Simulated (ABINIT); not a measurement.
# Quasiparticle gap of LiF (Griceite) in ABINIT, part 3 of 3

Wanted: ground state, empty states, screening and self-energy for LiF (Griceite).

ABINIT 10.8.3; PBE and many-body steps on it, plane waves. Known limits of the many-body steps: not at the basis limit.

So far. Step 4 (Empty states on the mesh, 6×6×6 mesh, 88 bands): On this mesh the gap is 9.115 eV. Step 5 (Screening, 6×6×6 mesh, 80 bands, screening to 217.7 eV): Local fields lower ε∞ by 5 %.

## (6) Self-energy, 6×6×6 mesh, 80 bands, screening to 217.7 eV

The self-energy is evaluated for the states that the input lists, and the levels follow from it, in one-shot runs by the linearised quasiparticle equation.

This step: G0W0 on PBE, plane waves, norm-conserving pseudopotentials.

Contents of run.abi:

```
acell 3*1.0 Angstrom
rprim 
  -0.000000000000 2.014000000000 2.014000000000
  2.014000000000 -0.000000000000 2.014000000000
  2.014000000000 2.014000000000 -0.000000000000
ntypat 2
znucl 3 9
natom 2
typat 1 2
xred 
  0.000000000000 0.000000000000 0.000000000000
  0.500000000000 0.500000000000 0.500000000000
pp_dirpath "pseudos"
pseudos "Li.upf, F.upf"
ecut 36
ngkpt 6 6 6
nshiftk 1
shiftk 0 0 0
kptopt 1
chksymbreak 0
istwfk *1
occopt 1
irdwfk 1
optdriver 4
nband 80
gwcalctyp 0
ecutsigx 36
symsigma 1
nkptgw 1
kptgw 
  0.0000000000 0.0000000000 0.0000000000
bdgw 
  3 9
ecuteps 8
irdscr 1
ppmodel 1
indata_prefix "in"
outdata_prefix "out"
tmpdata_prefix "tmp"
```

Run with:

```console
> OMP_NUM_THREADS=1 mpirun -n 4 abinit run.abi > log
```

Numbers of over 12 decimals in the logs are rounded to 6 here.

The log of the run:

```text
.Version 10.8.3 of ABINIT. v10.8.2 released Aug 2026.

 Symmetries : space group Fm -3 m (#225); Bravais cF (face-center cubic)
[... echo of the input left out ...]
== DATASET  1 ==================================================================
-   mpi_nproc: 4, omp_nthreads: 1 (-1 if OMP is not activated)

--- !DatasetInfo
iteration_state: {dtset: 1, }
dimensions: {natom: 2, nkpt: 16, mband: 80, nsppol: 1, nspinor: 1, nspden: 1, mpw: 1158, }
cutoff_energies: {ecut:  36.0, pawecutdg:  -1.0, }
electrons: {nelect:   1.00000000E+01, charge:   0.00000000E+00, occopt:   1.00000000E+00, tsmear:   1.00000000E-02, }

 SIGMA: Calculation of the GW corrections

 Based on a program developped by R.W. Godby, V. Olevano, G. Onida, and L. Reining.
 Incorporated in ABINIT by V. Olevano, G.-M. Rignanese, and M. Torrent.
.Using double precision arithmetic ; gwpc =  8

[... cell and pseudopotentials left out ...]
--------------------------------------------------------------------------------

 ==== K-mesh for the wavefunctions ====
 Number of points in the irreducible wedge :    16
[... list of points left out ...]
 Together with 48 symmetry operations and time-reversal symmetry
 yields   216 points in the full Brillouin Zone.

 ==== Q-mesh for screening function ====
 Number of points in the irreducible wedge :    16
[... list of points left out ...]
 Together with 48 symmetry operations and time-reversal symmetry
 yields   216 points in the full Brillouin Zone.

 vcoul_init : cutoff-mode = AUXILIARY_FUNCTION
 q-points for optical limit:   1
     1)      0.000010    0.000020    0.000030
 setmesh: FFT mesh size selected  =    30x   30x   30
          total number of points  =        27000

 Number of electrons calculated from density =   10.0000; Expected =   10.0000
 average of density, n =  0.090697
 r_s =    1.3807
 omega_plasma =   29.0505 [eV]

 === KS Band Gaps ===
  >>>> For spin  1
   Minimum direct gap =   9.1146 [eV], located at k-point      :   0.0000  0.0000  0.0000
   Fundamental gap    =   9.1146 [eV], Top of valence bands at :   0.0000  0.0000  0.0000
                                       Bottom of conduction at :   0.0000  0.0000  0.0000
 SIGMA fundamental parameters:
 PLASMON POLE MODEL  1
 number of plane-waves for SigmaX                 1139
 number of plane-waves for SigmaC and W            113
 number of plane-waves for wavefunctions          1139
 number of bands                                    80
 number of independent spin polarizations            1
 number of spinorial components                      1
 number of k-points in IBZ                          16
 number of q-points in IBZ                          16
 number of symmetry operations                      48
 number of k-points in BZ                          216
 number of q-points in BZ                          216
 number of frequencies for dSigma/dE                 9
 frequency step for dSigma/dE [eV]                0.25
 number of omega for Sigma on real axis              0
 max omega for Sigma on real axis  [eV]           0.00
 zcut for avoiding poles [eV]                     0.10

 EPSILON^-1 parameters (SCR file):
 dimension of the eps^-1 matrix on file            113
 dimension of the eps^-1 matrix used               113
 number of plane-waves for wavefunctions          1139
 number of bands                                    80
 number of q-points in IBZ                          16
 number of frequencies                               2
 number of real frequencies                          1
 number of imag frequencies                          1

 matrix elements of self-energy operator (all in [eV])

 Perturbative Calculation

--- !SelfEnergy_ee
iteration_state: {dtset: 1, }
kpoint     : [   0.000,    0.000,    0.000, ]
spin       : 1
KS_gap     :    9.115
QP_gap     :   13.324
Delta_QP_KS:    4.209
data: !SigmaeeData |
     Band     E0 <VxcDFT>   SigX SigC(E0)      Z dSigC/dE  Sig(E)    E-E0       E
        3  -0.974 -23.053 -30.724   4.504   0.828  -0.207 -25.676  -2.623  -3.597
        4  -0.974 -23.053 -30.724   4.504   0.828  -0.207 -25.676  -2.623  -3.597
        5  -0.974 -23.053 -30.724   4.504   0.828  -0.207 -25.676  -2.623  -3.597
        6   8.141 -11.451  -6.592  -3.080   0.892  -0.122  -9.864   1.586   9.727
        7  23.017 -10.011  -3.078  -4.085   0.883  -0.133  -7.498   2.513  25.530
        8  23.017 -10.011  -3.078  -4.085   0.883  -0.133  -7.498   2.513  25.530
        9  23.017 -10.011  -3.078  -4.085   0.883  -0.133  -7.498   2.513  25.530

== END DATASET(S) ==============================================================
================================================================================

 -outvars: echo values of variables after computation  --------
           etotal      0.0000000000E+00
            nband          80
             nkpt          16
          spgroup         225
 [... the other variables as echoed above ...]

 Calculation completed.
```

Run time: 6.6 s. Hardware: 4 MPI ranks of Intel Xeon Platinum 8175M at 2.50GHz (Skylake/Cascade Lake), shared host; peak memory 0.65 GiB; 25 s of CPU time.

Numbers from this step:

```yaml
g0w0_gap_on_the_points_computed: 13.32 eV
starting_gap_on_the_mesh: 9.115 eV
k_of_the_valence_top: 0, 0, 0
k_of_the_conduction_bottom: 0, 0, 0
z_at_the_valence_top: 0.828
z_at_the_conduction_bottom: 0.892
least_direct_g0w0_gap_on_the_computed_points: 13.32 eV
```

The gap on the mesh goes from 9.11 eV to 13.32 eV, a correction of +4.21 eV.

Limits: finite bands, cutoff and mesh. v1 is the top filled band, c1 the lowest empty one. Levels before and after the correction, in eV, zero at the valence-band top of each column:

```
           conduction bottom  valence top
Kohn-Sham               9.11         0.00
     G0W0              13.32         0.00
```

```
             level  energy (eV)
Kohn-Sham  Γ v3-v1        0.000
Kohn-Sham     Γ c1        9.115
Kohn-Sham  Γ c2-c4       23.991
     G0W0  Γ v3-v1        0.000
     G0W0     Γ c1       13.324
     G0W0  Γ c2-c4       29.127
```

## (7) Where the time went

Times are wall times on 4 MPI ranks of Intel Xeon Platinum 8175M at 2.50GHz (Skylake/Cascade Lake), shared host, good to a factor of about two.

```
                          step   time  share  memory (GiB)
                  ground state  7.8 s    7 %          0.28
bands along the symmetry lines  6.1 s    5 %          0.27
      empty states on the mesh   10 s    9 %          0.56
                     screening   84 s   73 %           0.7
                   self-energy  6.6 s    6 %          0.65
```

## (8) Results

| Item | Value |
| --- | --- |
| PBE gap | 9.11 eV, indirect (only 1 meV under the direct gap) |
| G0W0 gap on the mesh | 13.32 eV |
| GW settings | 6×6×6 mesh, 80 bands, screening to 217.7 eV, Godby-Needs plasmon pole |
| known limits | not at the basis limit |

G0W0 moves the gap on the mesh from 9.11 eV to 13.32 eV (+4.21 eV), with Z of 0.83 and 0.89 at the edges. Local fields lower the RPA ε∞ on this mesh from 2.08 to 1.97. Only 1 of the mesh's irreducible points was corrected, so a valley elsewhere could overtake. The dearest step here is «screening». Bands and cutoff are finite, so the gap is not at the basis limit. The miss can reach some tenths of an eV and take either sign; the mesh is an error of its own. In the G0W0 run levels were corrected at 1 k point alone, so a gap called «on the mesh» is the least over those, and an edge elsewhere would be missed.

[Paths, hosts, dates, memory and timing lines, banners, echoed tables and standing remarks are left out of the program output.]

[Logs are printed without paths, hosts, clocks, repeated set-up lines and the standing remarks that a program may print on its own settings, such as how far it seeks lower states.]

[Runs of the session that timed out or met a known fault of the program may be left out.]

[Hosts, paths, dates, database ids (printed as entryN), source tags and the programs' standing remarks are cut or masked in the printed files.]

[G0W0 gaps are taken among the corrected bands and points alone; a level outside them can change the order at an edge.]

[Where Ansatz stands beside ABINIT at settings called matched, ABINIT's density can come from a denser mesh and the files from another edition; pairs whose starting gaps differed by over 0.03 eV were left out, so agreement reads better than it is.]
